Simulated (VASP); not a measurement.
Write the native input for VASP 6.6.1 that does the following.

```yaml
Task: single point
Functional: PBEsol
Potentials_or_basis: VASP PAW PBE potentials, release 64 (B, As)
Cutoff: 520 eV
k_mesh: 10 × 10 × 10
Occupations: gaussian, width 0.02 eV
Spin: no spin polarisation
Dipole_correction: no
Further_INCAR_settings: ALGO = Normal; EDIFF = 1e-06; NBANDS = 11
```

The structure of BAs lies in POSCAR:

```
BAs
1.0
    0.0000000000      2.3838925736      2.3838925736
    2.3838925736      0.0000000000      2.3838925736
    2.3838925736      2.3838925736      0.0000000000
B As
1 1
Direct
    0.0000000000      0.0000000000      0.0000000000
    0.7500000000      0.7500000000      0.7500000000
```

These files were run (other wordings do the same):

INCAR

```
SYSTEM = BAs
  ALGO = Normal
  EDIFF = 1E-6
  ENCUT = 520
  GGA = PS
  ISIF = 2
  ISMEAR = 0
  LASPH = .True.
  LCHARG = .False.
  LREAL = .False.
  LWAVE = .False.
  NBANDS = 11
  NELM = 100
  PREC = Accurate
  SIGMA = 0.02
```

KPOINTS

```
k-points
0
Gamma
  10 10 10
  0 0 0
```

Potentials or basis: VASP PAW PBE potentials, release 64 (B, As).

Run with:

```console
$ cat potpaw_PBE.64/B/POTCAR potpaw_PBE.64/As/POTCAR > POTCAR
$ mpirun -np 1 vasp_std > vasp.out
```

Results of the run:

```yaml
Pressure: 0.9 GPa
Band_gap_on_the_k_mesh: 1.07 eV, indirect (least direct gap 3.25 eV)
```

Caveat: the PAW data sets were made with another functional, which shifts forces and pressure a little.

Run time: 19 s on 1 thread of Intel(R) Xeon(R) Platinum 8375C CPU @ 2.90GHz (Ice Lake) (shared host), peak memory 0.16 GiB.
